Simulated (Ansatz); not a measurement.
Hf:

```
Hf
1.0
    -1.80500    1.80500    1.80500
     1.80500   -1.80500    1.80500
     1.80500    1.80500   -1.80500
Hf
1
Direct
  0.00000 0.00000 0.00000
```

This isn't the form of Hf at room conditions, which is hcp.

- Program: Ansatz 0.2.0
- Task: relaxation of cell and atoms
- Functional: PBEsol
- Potentials or basis: Ansatz PAW
- Cutoff: 420 eV (not typed: the program's choice for these potentials)
- k mesh: 10 × 10 × 10
- Occupations: fermi-dirac, width 0.05 eV
- Spin: no spin polarisation

At the start: volume 23.52 Å³/atom.

Question: How do energy, volume and symmetry change on relaxing?

Answer: It ends after 5 steps and the volume is 21.30 Å³/atom (-9.4 %); space group Im-3m (No. 229, to 0.05 Å).

The path:
| step | energy change (eV) | largest force (eV/Å) | volume (Å³) |
| --- | --- | --- | --- |
| 1 | 0.0000 | 0.0000 | 23.52 |
| 2 | -0.0504 | 0.0000 | 20.27 |
| 3 | -0.0674 | 0.0000 | 21.41 |
| 4 | -0.0676 | 0.0000 | 21.30 |
| 5 | -0.0671 | 0.0000 | 21.30 |

Final structure:
```
CELL_PARAMETERS angstrom
-1.74637 1.74637 1.74637
1.74637 -1.74637 1.74637
1.74637 1.74637 -1.74637
ATOMIC_POSITIONS crystal
Hf 0.00000 0.00000 0.00000
```

Caveat: the plane-wave basis is chosen anew once the cell has moved, so the energies of steps on either side of that aren't comparable; the PAW data sets come from PBE, with cores solved anew for the run's functional, which leaves a small shift of forces and pressure.
